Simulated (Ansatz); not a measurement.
input.yaml (Ansatz)

```yaml
crystal:
  lattice:
    - [2.7509741953, 0.0, 0.0]
    - [-1.3754870976, 2.3824135383, 0.0]
    - [0.0, 0.0, 5.0167840366]
  atoms:
    - { symbol: Nb, position: [0.3333333333, 0.6666666667, 0.25], spin: 1.0 }
    - { symbol: Nb, position: [0.6666666667, 0.3333333333, 0.75], spin: 1.0 }
hamiltonian:
  xc: pbe
  pseudopotentials:
    kind: paw
    azcp:
      Nb: "pseudopotentials/Nb.paw.azcp"
basis:
  ecutwfc: 420
  fft_grid_basis: typed
kpoints:
  mp_grid: { grid: [21, 21, 10], shift: [0, 0, 0] }
magnetization:
  spin_polarized: true
scf:
  occupations: { method: fermi_dirac, width: 0.05 }
output:
  stress: true
```

Output

```
Engine: ansatz 0.2.0, x86_64-unknown-linux-gnu
Pseudopotentials: kind: paw
Pseudopotential: Nb, paw, valence charge 13, recommended cutoff 420 eV (normal) 
Functional definition: PBE
  parameter kappa = 0.804
  parameter beta = 0.06672455060314922
  exchange = pbe_x(kappa = kappa, mu = beta*pi^2/3)
  correlation = pbe_c(beta = beta)
Crystal: 2 atoms, lattice volume = 32.880 Å³
Basis set: ecut = 420 eV, 659 PW (Γ)
Bands: 18, of which v1, the nominal top of the filled ones, is band 13 counted from 1 (12 counted from 0)
Symmetry: 24 space group operations
Space group: P63/mmc (ITA 194), of the structure as read, at distance tolerance 3.2e-5 Å
Magnetic group: BNS 194.263 (UNI 1493), of the structure as read, at distance tolerance 3.2e-5 Å
k-points: 288 of 4410
Non-local potential: Nb, projectors of the file, l = 0: 3, l = 1: 2, l = 2: 2, l = 3: 1
PAW form: soft (Blöchl's): semilocal exchange-correlation on the pseudo side does not see the compensation charge
PAW one-centre angular grid: Nb, 590 points (default); XC on 64 Gauss nodes
Initial density: superposition of atomic densities (chi_scale 0.1, normalization cell)
Starting moments: Σ|m| = 2 μB on 2 of 2 sites
Initial wavefunctions: pseudopotential atomic-orbital guess
Functional: x = pbe(κ = 0.804, μ = 0.2195149727645171), c = pbe(β = 0.06672455060314922)
SCF iter   1: F=—  HF=-9104.698654 eV  |F-HF|=—  |Δ(HF+E_count)|=         —  Δρ=5.82e-2 (↑5.82e-2 ↓3.19e-2)  dr2=1.83e0  dr2_m=2.43e-1  M=0.496 μB ∫|m|=0.496 μB  β_m=0.30  ethr=3.10e-3  ⟨swp⟩=5.1  Hψ=43669  notcnv=0
Mixer restart at iter 1: flushing history
SCF iter   2: F=—  HF=-9104.142268 eV  |F-HF|=—  |Δ(HF+E_count)|=   5.56e-1  Δρ=4.32e-2 (↑4.32e-2 ↓2.48e-2)  dr2=1.01e0  dr2_m=1.35e-1  M=0.407 μB ∫|m|=0.407 μB  β_m=0.65  ethr=3.10e-3  ⟨swp⟩=2.0  Hψ=17456  notcnv=0  defer=75
SCF iter   3: F=—  HF=-9103.658159 eV  |F-HF|=—  |Δ(HF+E_count)|=   4.84e-1  Δρ=3.16e-3 (↑3.15e-3 ↓3.16e-3)  dr2=2.41e-3  dr2_m=1.60e-3  M=0.078 μB ∫|m|=0.078 μB  β_m=0.77  ethr=3.10e-3  ⟨swp⟩=2.1  Hψ=19362  notcnv=0  defer=75
SCF iter   4: F=—  HF=-9103.660564 eV  |F-HF|=—  |Δ(HF+E_count)|=   2.41e-3  Δρ=7.55e-4 (↑7.31e-4 ↓7.55e-4)  dr2=5.23e-5  dr2_m=1.49e-4  M=0.026 μB ∫|m|=0.026 μB  β_m=0.83  ethr=9.25e-6  ⟨swp⟩=2.1  Hψ=18895  notcnv=0  defer=75
SCF iter   5: F=—  HF=-9103.660786 eV  |F-HF|=—  |Δ(HF+E_count)|=   2.21e-4  Δρ=2.70e-4 (↑2.70e-4 ↓2.55e-4)  dr2=3.85e-6  dr2_m=1.97e-5  M=0.009 μB ∫|m|=0.009 μB  β_m=0.92  ethr=2.01e-7  ⟨swp⟩=2.1  Hψ=18051  notcnv=0  defer=75
SCF iter   6: F=—  HF=-9103.660811 eV  |F-HF|=—  |Δ(HF+E_count)|=   2.47e-5  Δρ=6.49e-5 (↑6.49e-5 ↓6.45e-5)  dr2=6.83e-7  dr2_m=1.08e-6  M=0.002 μB ∫|m|=0.002 μB  β_m=0.94  ethr=1.48e-8  ⟨swp⟩=2.0  Hψ=18057  notcnv=0  defer=75
SCF iter   7: F=—  HF=-9103.660812 eV  |F-HF|=—  |Δ(HF+E_count)|=   9.33e-7  Δρ=1.33e-5 (↑1.33e-5 ↓7.70e-6)  dr2=1.40e-7  dr2_m=5.64e-9  M=-0.000 μB ∫|m|=0.000 μB  β_m=0.86  ethr=2.63e-9  ⟨swp⟩=2.1  Hψ=17508  notcnv=0  defer=75
SCF iter   8: F=—  HF=-9103.660811 eV  |F-HF|=—  |Δ(HF+E_count)|=   3.42e-8  Δρ=2.29e-6 (↑2.16e-6 ↓2.29e-6)  dr2=2.04e-10  dr2_m=1.42e-9  M=-0.000 μB ∫|m|=0.000 μB  β_m=0.93  ethr=5.37e-10  ⟨swp⟩=2.4  Hψ=16970  notcnv=0  defer=75
SCF iter   9: F=—  HF=-9103.660811 eV  |F-HF|=—  |Δ(HF+E_count)|=   4.40e-9  Δρ=5.91e-7 (↑5.91e-7 ↓5.23e-7)  dr2=5.01e-11  dr2_m=8.31e-11  M=-0.000 μB ∫|m|=0.000 μB  β_m=0.96  ethr=1.00e-12  ⟨swp⟩=2.6  Hψ=18789  notcnv=0  defer=75
SCF iter  10: F=-9103.660811 eV  HF=-9103.660811 eV  |F-HF|=1.82e-12  |Δ(HF+E_count)|=  2.71e-10  Δρ=9.97e-8 (↑7.36e-8 ↓9.97e-8)  dr2=3.60e-12  dr2_m=1.59e-12  M=0.000 μB ∫|m|=0.000 μB  ethr=1.00e-12  ⟨swp⟩=1.0  Hψ=30499  notcnv=0
SCF 1 converged in 10 iterations: F = -9103.660811 eV  dr2 = 3.60e-12
WARN: the starting moments were not kept: the SCF closed with an absolute magnetisation of 2.0e-6 μB, where they sum to 2 μB in size (2 sites). That is at most 0.1 of that sum. Measured as dr2_m measures the in/out step, that magnetisation stands 5.5e-13 eV from none, at or under the dr2_threshold of 1.0e-7 eV: it is no larger than a step whose dr2_m would equal this threshold. The system may hold no moment; this SCF shows only that its start led to no more than that. To try another start: raise the starting moments (crystal.atoms[].spin, magnetization.per_species, magnetization.initial_magnetization, or on a non-collinear deck that types none of these the spinor_matrix: blocks that start its atoms; where the total moment is fixed, keep their sum and leave initial_magnetization as it is; typed ones take the place of any that the run laid by itself, positive ones on a crystal's lanthanoids without a Hubbard term where scf.initial_density.shell_occupations: [] is typed) or, if the notice of its spin-set hold's release reads "site moments contracting" or "site moments show no strong build", lengthen the hold (scf.mixing.spin_hold: { on: { confirm: 4 } }; for m-r²SCAN on two components see the key's manual first). Each may lead to a state that holds a moment. A second SCF, from the converged charge density, with the starting moments and any scf.initial_density.shell_occupations laid on it anew, would have followed, and was not run: the deck does not ask for one (magnetization.retry_lost_moments is false, the default). To let it run, set magnetization.retry_lost_moments: true and run the deck again, where that key's refused combinations let it; where memory then withholds it, that run's warning says so.
SCF converged after 10 iterations
Magnetization: 0.0000 μB (13.0000 up, 13.0000 down)
Absolute magnetization: 0.0000 μB (∫|ρ↑−ρ↓|, with the PAW one-centre terms)
Spin contamination: 0.0000 ħ² per cell (⟨S²⟩ above its minimum at these occupations)
Per-site moments (μB) at R_I (Å): [(2.9949780248556674e-7, 1.134776855564762), (2.994978024681361e-7, 1.134776855564762)]
Free energy (F): -9103.660811 eV
Harris-Foulkes:  -9103.660811 eV  (|F-HF|=1.82e-12)
Internal energy: -9103.639321 eV  (E = F + TS)
E sigma→0 (E₀):  -9103.650066 eV
Entropy (-TS):   -0.021491 eV (-10.745 meV/atom)
Fermi energy:    20.151402 eV
--- Per-component energies (eV) ---
  E_band       = -82.193263
  E_kinetic    = 800.219786
  E_local      = -1291.782691  (includes V_loc(G=0)·N_el)
  E_nonlocal   = 241.599119
  E_hartree    = 407.593820
  E_xc         = -354.522785
  E_vxc        = -430.545640  (∫ρ·V_xc dr)
  E_paw        = -6147.825018  (= ΣΔE_a)
  E_vpaw       = -216.871564  (= ΣTr[D̂ρ^β])
  E_aug_tail   = 0.000015  (compensation charges beyond the density's cutoff)
  E_ewald      = -2758.921567
  E_smearing   = -0.021491  (= −TS)
  E_closure    = -0.000000  (closes the sum)
  Σ components = -9103.660811   (vs F -9103.660811, Δ=0.00e0)
--- Stress (GPa, compression-positive) ---
       26.629822       0.000000       0.000000
       -0.000000      26.629822       0.000000
        0.000000       0.000000      24.794021
  P = ⅓ Tr σ = 26.0179 GPa (260.179 kbar)
```
